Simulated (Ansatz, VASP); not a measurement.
Two plane-wave programs on RbBr

INCAR

```
SYSTEM = RbBr
PREC = Accurate
ENCUT = 520
EDIFF = 1E-7
ISMEAR = 0
SIGMA = 0.05
LREAL = .FALSE.
LASPH = .TRUE.
NELM = 60
ALGO = Normal
ISIF = 2
LWAVE = .FALSE.
LCHARG = .TRUE.
GGA = PE
LELF = .TRUE.
LVHAR = .TRUE.
NBANDS = 15
```

Contents of KPOINTS:

```
regular mesh
0
G
  6 6 6
  0 0 0
```

Contents of POSCAR:

```
RbBr
1.0
    4.1260773000      0.0000000000      0.0000000000
    0.0000000000      4.1260773000      0.0000000000
    0.0000000000      0.0000000000      4.1260773000
Rb Br
1 1
Direct
    0.0000000000     -0.0363541420      0.0000000000
    0.5000000000      0.5000000000      0.5000000000
```

Input for Ansatz:

```yaml
crystal:
  lattice:
    - [4.1260773, 0.0, 0.0]
    - [0.0, 4.1260773, 0.0]
    - [0.0, 0.0, 4.1260773]
  atoms:
    - { symbol: Rb, position: [0.0, -0.036354142, 0.0] }
    - { symbol: Br, position: [0.5, 0.5, 0.5] }
basis:
  ecutwfc: 420
kpoints:
  mp_grid: { grid: [6, 6, 6] }
hamiltonian:
  xc: pbe
scf:
  occupations: { method: gaussian, width: 0.05 }
output:
  forces: true
  stress: true
  eigenvalues: true
```

Change from the starting cell: all Rb atoms moved -0.150 Å, as atom 1 along Cartesian [0 1 0].

Alike in both runs: task single point; functional PBE; k mesh 6 × 6 × 6; occupations gaussian, width 0.05 eV; no spin polarisation.

```csv
,VASP,Ansatz
version,VASP 6.6.1,Ansatz 0.2.0
potentials or method,"VASP PAW PBE potentials, release 64 (Rb_sv, Br)","scalar-relativistic, plane waves, PAW"
plane-wave cutoff (eV),520,420
valence electrons in the cell,16,16
```

Ansatz gave:

- gap on the k mesh at the Fermi level (eV): 4.09
- least direct gap on the mesh (eV): 4.24
- pressure (GPa): 0.9
- rms of the force components (eV/Å): 0.071

Task: What did VASP give for the same quantities?

Result: gap on the k mesh at the Fermi level (eV): 4.09; least direct gap on the mesh (eV): 4.24; pressure (GPa): 0.9; rms of the force components (eV/Å): 0.072.

Atom by atom the forces differ by 0.001 eV/Å (rms over components).

A k mesh can miss the band edges.
